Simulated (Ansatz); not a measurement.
# TiO2: the cost of one run

Computed with Ansatz 0.2.0 (DFT r2SCAN, scalar-relativistic, plane waves, PAW, unless a step's input says otherwise).

1 further run of the same task is left out (set aside as unsound or not needed). Runs told in other sessions of the task aren't counted.

### Step 1. The structure to begin with

The structure is hexagonal, space group P6_422 (No. 181). The conventional cell has a = 5.060 Å, b = 5.060 Å, c = 5.541 Å, α = 90.00°, β = 90.00°, γ = 120.00°. Around Si (site symmetry 222) lie 4 O at 1.61 Å. O (site symmetry 2) has 2 Si at 1.61 Å in its first shell of neighbours.

Structure file:

```xyz
9
Lattice="5.0597 0.0000 0.0000 -2.5298 4.3818 0.0000 0.0000 0.0000 5.5411" Properties=species:S:1:pos:R:3 pbc="T T T"
Si   -1.2649    2.1909    1.8470
Si    1.2649    2.1909    3.6941
Si    2.5298    0.0000    0.0000
O     0.9493    3.4693    4.6176
O     2.5298    2.5568    2.7705
O     3.4792    0.9125    0.9235
O     1.5805    0.9125    4.6176
O     0.0000    1.8250    2.7705
O    -0.9493    3.4693    0.9235
```

It goes back to an entry of the Materials Project, which need not be the stable form.

This cell was relaxed beforehand with the same method: volume 13.65 Å³/atom, gap on the mesh 6.30 eV.

### Step 2. The substitution Si → Ti

The start of TiO2: fractional positions of relaxed SiO2, cell scaled by 1.121, a guess from tabulated radii. Atoms that may carry a moment start with parallel spins.

### Step 3. A first look at the start (TiO2)

Input file input.yaml:

```yaml
crystal:
  lattice:
    - [5.6743225412, 0.0, 0.0]
    - [-2.8371612706, 4.91410747, 0.0]
    - [0.0, 0.0, 6.2142112667]
  atoms:
    - { symbol: Ti, position: [0.0, 0.5, 0.3333333333], spin: 1.0 }
    - { symbol: Ti, position: [0.5, 0.5, 0.6666666667], spin: 1.0 }
    - { symbol: Ti, position: [0.5, 0.0, 0.0], spin: 1.0 }
    - { symbol: O, position: [0.5834989521, 0.791749476, 0.8333333333] }
    - { symbol: O, position: [0.791749476, 0.5834989521, 0.5] }
    - { symbol: O, position: [0.791749476, 0.208250524, 0.1666666667] }
    - { symbol: O, position: [0.4165010479, 0.208250524, 0.8333333333] }
    - { symbol: O, position: [0.208250524, 0.4165010479, 0.5] }
    - { symbol: O, position: [0.208250524, 0.791749476, 0.1666666667] }
basis:
  ecutwfc: 500
kpoints:
  mp_grid: { grid: [6, 6, 4] }
hamiltonian:
  xc: r2scan
scf:
  occupations: { method: gaussian, width: 0.1 }
  lower_state_search: "off"
output:
  forces: true
  stress: true
  eigenvalues: true
  populations: true
magnetization:
  spin_polarized: true
```

The run is started by

```
$ ansatz run input.yaml --threads 2 --pin off --max-ram 5120MiB --backend cpu --events-out ev --progress --plain --runs-dir out
```

Q: Estimate wall time and peak memory on 2 threads of AMD EPYC 7R43 (Zen 3), shared host.

About 96 s, with a peak of 0.98 GiB.
